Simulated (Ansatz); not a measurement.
# SiO2: the cost of one run

Program: Ansatz 0.2.0. Level of theory: DFT PBE, plane waves, PAW, scalar-relativistic, no spin polarisation. These are calculated values, not measurements.

The COD cell was measured well above room temperature, so it is larger than a cold one.

## (1) The starting structure

The cell holds 24 atoms (O16Si8): a = 5.921 Å, b = 5.337 Å, c = 17.771 Å, α = 90.00°, β = 90.00°, γ = 90.00°.

Its coordinates follow in the input file.

## (2) Preparing the start

The input, input.yaml:

```yaml
crystal:
  lattice:
    - [5.920605, 0.0, 0.0]
    - [0.0, 5.3368, 0.0]
    - [0.0, 0.0, 17.771416]
  atoms:
    - { symbol: Si, position: [0.0, 0.0, 0.0562701] }
    - { symbol: Si, position: [0.5, 0.25, 0.0562701] }
    - { symbol: O, position: [1.0, 0.0, 0.1581817] }
    - { symbol: O, position: [0.1941, 0.25, 0.0562701] }
    - { symbol: O, position: [0.5, 0.0, 0.1209352] }
    - { symbol: O, position: [0.8059, 0.25, 0.0562701] }
    - { symbol: Si, position: [0.5, 0.0, 0.2228468] }
    - { symbol: Si, position: [0.0, 0.25, 0.2228468] }
    - { symbol: O, position: [0.5, 0.0, 0.3247584] }
    - { symbol: O, position: [0.6941, 0.25, 0.2228468] }
    - { symbol: O, position: [0.0, 0.0, 0.2875118] }
    - { symbol: O, position: [0.3059, 0.25, 0.2228468] }
    - { symbol: Si, position: [0.0, 0.5, 0.0562701] }
    - { symbol: Si, position: [0.5, 0.75, 0.0562701] }
    - { symbol: O, position: [1.0, 0.5, 0.1581817] }
    - { symbol: O, position: [0.1941, 0.75, 0.0562701] }
    - { symbol: O, position: [0.5, 0.5, 0.1209352] }
    - { symbol: O, position: [0.8059, 0.75, 0.0562701] }
    - { symbol: Si, position: [0.5, 0.5, 0.2228468] }
    - { symbol: Si, position: [0.0, 0.75, 0.2228468] }
    - { symbol: O, position: [0.5, 0.5, 0.3247584] }
    - { symbol: O, position: [0.6941, 0.75, 0.2228468] }
    - { symbol: O, position: [0.0, 0.5, 0.2875118] }
    - { symbol: O, position: [0.3059, 0.75, 0.2228468] }
basis:
  ecutwfc: 420.0
kpoints:
  mp_grid: { grid: [2, 2, 1] }
hamiltonian:
  xc: pbe
  pseudopotentials: { kind: paw, azcp: { folder: soft_1 } }
scf:
  occupations: { method: fermi_dirac, width: 0.05 }
  lower_state_search: "off"
relax:
  f_tol: 0.08
  max_steps: 25
  adjacent_minimum: "off"
  constraints: [{ sites: [0, 1, 3, 5, 12, 13, 15, 17] }]
```

The run is started by

```
ansatz run input.yaml --threads 1 --pin off --max-ram 3072MiB --backend cpu --events-out ev --progress --plain --runs-dir out
```

Q: Estimate wall time and peak memory on 1 thread of Arm Neoverse V2, shared host.

About 81 s, with a peak of 0.68 GiB.
